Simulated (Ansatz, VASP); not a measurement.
CoSi in VASP and in Ansatz

The input INCAR:

```
SYSTEM = CoSi
ALGO = Normal ; EDIFF = 1E-6
ENCUT = 520 ; GGA = PE
ISIF = 2 ; ISMEAR = -1
ISPIN = 2 ; LASPH = .True.
LCHARG = .False. ; LMAXMIX = 4
LORBIT = 11 ; LREAL = .False.
LWAVE = .False. ; MAGMOM = 2 0
NBANDS = 18 ; NELM = 150
PREC = Accurate ; SIGMA = 0.05
```

Contents of KPOINTS:

```
k-points
0
Gamma
  10 10 10
  0 0 0
```

File POSCAR:

```
CoSi
1.0
    2.7626667664      0.0000000000      0.0000000000
    0.0000000000      2.7626667664      0.0000000000
    0.0000000000      0.0000000000      2.7626667664
Co Si
1 1
Direct
    0.0000000000      0.0000000000      0.0000000000
    0.5000000000      0.5000000000      0.5000000000
```

File input.yaml:

```yaml
crystal:
  lattice:
    - [2.7626667664, 0.0, 0.0]
    - [0.0, 2.7626667664, 0.0]
    - [0.0, 0.0, 2.7626667664]
  atoms:
    - { symbol: Co, position: [0.0, 0.0, 0.0], spin: 2.0 }
    - { symbol: Si, position: [0.5, 0.5, 0.5] }
kpoints:
  mp_grid: { grid: [10, 10, 10] }
scf:
  occupations: { method: fermi_dirac, width: 0.05 }
hamiltonian:
  xc: pbe
  pseudopotentials: { kind: all_electron, lapw: { basis_error: 0.0005 } }
magnetization:
  spin_polarized: true
output:
  forces: true
  stress: true
  eigenvalues: true
```

Change from the starting cell: volume scaled by 0.98.

Alike in both runs: task single point; functional PBE; k mesh 10 × 10 × 10; occupations fermi-dirac, width 0.05 eV; collinear spin.

|  | VASP | Ansatz |
| --- | --- | --- |
| version | VASP 6.6.1 | Ansatz 0.2.0 |
| potentials or method | VASP PAW PBE potentials, release 64 (Co, Si) | all-electron LAPW, scalar-relativistic |
| plane-wave cutoff (eV) | 520 | see its input |

Ansatz gave:

- gap on the k mesh at the Fermi level (eV): none
- pressure (GPa): 5.3
- net moment per atom (μB): 0.27
- size of the moment on the site where the two differ most (μB): 0.55

What did VASP give for the same quantities?

gap on the k mesh at the Fermi level (eV): none; pressure (GPa): 5.2; net moment per atom (μB): 0.27; size of the moment on the site where the two differ most (μB): 0.53.

Site moments also hang on the region over which each program counts them. A gap of «none» marks a metal or a gap that the smearing closes. Ansatz ran all-electron here, so the differences hold the error of VASP's frozen core and of both bases.
